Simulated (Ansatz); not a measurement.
TiAl:

```
CELL_PARAMETERS angstrom
2.86726 0.00000 0.00000
-1.43363 2.48312 0.00000
0.00000 0.00000 4.67808
ATOMIC_POSITIONS crystal
Ti 0.00000 0.00000 0.00000
Al 0.33333 0.66667 0.50000
```

The cell comes from a database or a generator and needn't be the stable form of this composition.

* Program: Ansatz 0.2.0
* Task: single point
* Functional: PBE
* Potentials or basis: all-electron LAPW, scalar-relativistic
* Cutoff: 225 eV (chosen from the basis error)
* Basis error allowed: 0.001 eV/atom
* k mesh: 11 × 11 × 6
* Occupations: fermi-dirac, width 0.05 eV
* Spin: no spin polarisation

On this cell: pressure 0.2 GPa; largest force under 0.003 eV/Å; band gap on the k mesh none (metal or under the smearing width).

The same run follows on a disturbed copy (atoms moved at random, drawn with an rms of 0.05 Å):

```
Ti Al
1.0
     2.86726    0.00000    0.00000
    -1.43363    2.48312    0.00000
     0.00000    0.00000    4.67808
Ti Al
1 1
Direct
  0.99025 0.00486 0.01131
  0.34812 0.66269 0.51633
```

What does the disturbed cell give?

The energy (extrapolated to zero smearing) moves by +4.3 meV/atom; pressure 0.3 GPa; largest force 0.225 eV/Å; band gap on the k mesh none (metal or under the smearing width).

Forces in eV/Å, atoms in the order of the input:
```
Ti   0.153 -0.027  0.163
Al  -0.153  0.027 -0.163
```

Stress tensor (GPa, compression positive):
```
 0.50  1.32  0.07
 1.32  1.27 -0.01
 0.07 -0.01 -0.80
```
